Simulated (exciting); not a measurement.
# Nb (Fm-3m) in exciting: band structure with LDA

Aim: the band structure of Nb with LDA.

Program: exciting (release sodium). These are calculated values, not measurements. Logs are shortened: lines on timing, memory, paths and dates and some standing lists are left out, and cuts for length are marked.

**1. The structure**

It takes space group Fm-3m (No. 225, cubic). The conventional cell has a = 4.230 Å, b = 4.230 Å, c = 4.230 Å, α = 90.00°, β = 90.00°, γ = 90.00°. Nb (site symmetry m-3m) is surrounded by 12 Nb at 2.99 Å.

This isn't the form of Nb at room conditions, which is bcc.

**2. Band structure, LDA, spin-orbit coupling, no magnetisation**

File input.xml:

```xml
<input>
  <title>Nb</title>
  <structure speciespath="./" tshift="false" cartesian="true">
    <crystal scale="1.88972612463">
      <basevect>0.000000000000 2.115000000000 2.115000000000</basevect>
      <basevect>2.115000000000 0.000000000000 2.115000000000</basevect>
      <basevect>2.115000000000 2.115000000000 0.000000000000</basevect>
    </crystal>
    <species speciesfile="Nb.xml" rmt="2.3">
      <atom coord="0.000000000000 0.000000000000 0.000000000000"/>
    </species>
  </structure>
  <groundstate do="fromscratch" ngridk="11 11 11" rgkmax="8" gmaxvr="14" lmaxapw="10" lmaxmat="10" lmaxvr="8" xctype="LDA_PW" stype="Fermi Dirac" swidth="0.00099958" nempty="40" ValenceRelativity="iora*" epsengy="1e-05" epspot="1e-05" maxscl="60" outputlevel="normal">
    <spin spinorb="true"/>
  </groundstate>
  <properties>
    <bandstructure>
      <plot1d>
        <path steps="60">
          <point coord="0 0 0" label="G"/>
          <point coord="0.5 0 0.5" label="X"/>
          <point coord="0.5 0.25 0.75" label="W"/>
          <point coord="0.375 0.375 0.75" label="K"/>
          <point coord="0 0 0" label="G"/>
          <point coord="0.5 0.5 0.5" label="L"/>
          <point coord="0.625 0.25 0.625" label="U"/>
          <point coord="0.5 0.25 0.75" label="W"/>
          <point coord="0.5 0.5 0.5" label="L"/>
          <point coord="0.375 0.375 0.75" label="K" breakafter="true"/>
          <point coord="0.625 0.25 0.625" label="U"/>
          <point coord="0.5 0 0.5" label="X"/>
        </path>
      </plot1d>
    </bandstructure>
    <chargedensityplot>
      <plot3d>
        <box grid="15 15 15">
          <origin coord="0 0 0"/>
          <point coord="1 0 0"/>
          <point coord="0 1 0"/>
          <point coord="0 0 1"/>
        </box>
      </plot3d>
    </chargedensityplot>
    <elfplot>
      <plot3d>
        <box grid="15 15 15">
          <origin coord="0 0 0"/>
          <point coord="1 0 0"/>
          <point coord="0 1 0"/>
          <point coord="0 0 1"/>
        </box>
      </plot3d>
    </elfplot>
    <exccplot>
      <plot3d>
        <box grid="15 15 15">
          <origin coord="0 0 0"/>
          <point coord="1 0 0"/>
          <point coord="0 1 0"/>
          <point coord="0 0 1"/>
        </box>
      </plot3d>
    </exccplot>
  </properties>
</input>
```

Potentials or basis: all-electron LAPW+lo, shipped species files, valence relativity iora*.

Started as:

```bash
OMP_NUM_THREADS=1 exciting_smp
```

INFO.OUT:

```text
================================================================================
EXCITING SODIUM started
All units are atomic (Hartree, Bohr, etc.)
================================================================================

********************************************************************************
* Ground-state run starting from atomic densities                              *
********************************************************************************

++++++++++++++++++++++++++++++++++++++++++++++++++++++++++++++++++++++++++++++++
+ Starting initialization                                                      +
++++++++++++++++++++++++++++++++++++++++++++++++++++++++++++++++++++++++++++++++

 Lattice vectors (cartesian) :
      0.0000000000      3.9967707536      3.9967707536
      3.9967707536      0.0000000000      3.9967707536
      3.9967707536      3.9967707536      0.0000000000

 Reciprocal lattice vectors (cartesian) :
     -0.7860327367      0.7860327367      0.7860327367
      0.7860327367     -0.7860327367      0.7860327367
      0.7860327367      0.7860327367     -0.7860327367

 Unit cell volume                           :     127.6902425503
 Brillouin zone volume                      :       1.9425933297

 Species :    1 (Nb)
     parameters loaded from                 :    Nb.xml
     name                                   :    niobium
     nuclear charge                         :     -41.00000000
     electronic charge                      :      41.00000000
     atomic mass                            :  169357.97030000
     muffin-tin radius                      :       2.30000000
     # of radial points in muffin-tin       :     400

     atomic positions (cartesian) :
       1 :   0.00000000  0.00000000  0.00000000

 Total number of atoms per unit cell        :       1

[... 42 lines left out ...]
 Smearing width                             :       0.00099958

 Using multisecant Broyden potential mixing

++++++++++++++++++++++++++++++++++++++++++++++++++++++++++++++++++++++++++++++++
+ Ending initialization                                                        +
++++++++++++++++++++++++++++++++++++++++++++++++++++++++++++++++++++++++++++++++

********************************************************************************
* Groundstate module started                                                   *
********************************************************************************
 Output level for this task is set to normal

++++++++++++++++++++++++++++++++++++++++++++++++++++++++++++++++++++++++++++++++
+ Self-consistent loop started                                                 +
++++++++++++++++++++++++++++++++++++++++++++++++++++++++++++++++++++++++++++++++
 Density and potential initialised from atomic data

++++++++++++++++++++++++++++++++++++++++++++++++++++++++++++++++++++++++++++++++
+ SCF iteration number :    1                                                  +
++++++++++++++++++++++++++++++++++++++++++++++++++++++++++++++++++++++++++++++++
 Total energy                               :     -3808.57663575
 _______________________________________________________________
 Fermi energy                               :         0.44010180
 Kinetic energy                             :      3953.66915640
 Coulomb energy                             :     -7647.45689193
 Exchange energy                            :      -110.99650973
 Correlation energy                         :        -3.79239049
 No external B-field energy in total energy
[... 366 lines left out ...]
 RMS change in effective potential (target) :  0.323918E-09  ( 0.100000E-04)
 Absolute change in total energy   (target) :  0.159258E-06  ( 0.100000E-04)
 Charge distance                   (target) :  0.449999E-09  ( 0.100000E-04)

++++++++++++++++++++++++++++++++++++++++++++++++++++++++++++++++++++++++++++++++
| Convergency criteria checked for the last 2 iterations                       +
| Convergence targets achieved. Performing final SCF iteration                 +
++++++++++++++++++++++++++++++++++++++++++++++++++++++++++++++++++++++++++++++++
 Total energy                               :     -3816.43273961
 _______________________________________________________________
 Fermi energy                               :         0.41260574
 Kinetic energy                             :      3948.59743054
 Coulomb energy                             :     -7650.05752224
 Exchange energy                            :      -111.17469464
 Correlation energy                         :        -3.79795328
 No external B-field energy in total energy
[... 13 lines left out ...]
 Moments :
     interstitial                 :     0.00000000     0.00000000     0.00000000
     moment in muffin-tin spheres :
         atom     1    Nb         :     0.00000000     0.00000000     0.00000000
     total moment in muffin-tins  :     0.00000000     0.00000000     0.00000000
     total moment                 :     0.00000000     0.00000000     0.00000000

++++++++++++++++++++++++++++++++++++++++++++++++++++++++++++++++++++++++++++++++
+ Self-consistent loop stopped                                                 +
++++++++++++++++++++++++++++++++++++++++++++++++++++++++++++++++++++++++++++++++
 STATE.OUT is written

********************************************************************************
* Groundstate module stopped                                                   *
********************************************************************************

--------------------------------------------------------------------------------
- CAUTION! Warnings have been written in file WARNING.OUT !                    -
--------------------------------------------------------------------------------
================================================================================
| EXCITING SODIUM stopped                                                      =
================================================================================
```

Run time: 91 s. Hardware: 1 thread of Arm Neoverse V2, shared host; peak memory 0.12 GiB.

What came out:

```
Band gap on the k mesh                            : none (metal or under the smearing width)
All electrons inside the program's atomic spheres : Nb 38.36 (radii Nb 2.3 bohr)
```

Levels at the corners of the path, in eV from the Fermi level:
```
point  band 8  band 9  band 10  band 11  band 12  band 13  band 14  band 15  band 16  band 17
    Γ  -29.38   -6.18    -6.18     0.06     0.06     0.06     0.06     0.17     0.17     2.66
    X  -29.83   -4.02    -4.02    -3.28    -3.28     3.58     3.58     4.58     4.58     5.14
    W  -29.95   -2.62    -2.62    -1.12    -1.12    -1.07    -1.07     1.84     1.84     5.19
    K  -29.87   -3.07    -3.07    -2.19    -2.19     0.57     0.57     2.72     2.72     4.32
    Γ  -29.38   -6.18    -6.18     0.06     0.06     0.06     0.06     0.17     0.17     2.66
    L  -29.54   -3.81    -3.81    -0.16    -0.16    -0.04    -0.04     1.41     1.41     4.58
    U  -29.87   -3.07    -3.07    -2.19    -2.19     0.57     0.57     2.72     2.72     4.32
    W  -29.95   -2.62    -2.62    -1.12    -1.12    -1.07    -1.07     1.84     1.84     5.19
    L  -29.54   -3.81    -3.81    -0.16    -0.16    -0.04    -0.04     1.41     1.41     4.58
    K  -29.87   -3.07    -3.07    -2.19    -2.19     0.57     0.57     2.72     2.72     4.32
    U  -29.87   -3.07    -3.07    -2.19    -2.19     0.57     0.57     2.72     2.72     4.32
    X  -29.83   -4.02    -4.02    -3.28    -3.28     3.58     3.58     4.58     4.58     5.14
```

Caveat: total energies with spin-orbit coupling aren't reliable in this program, so none is listed and the log's shouldn't be used.
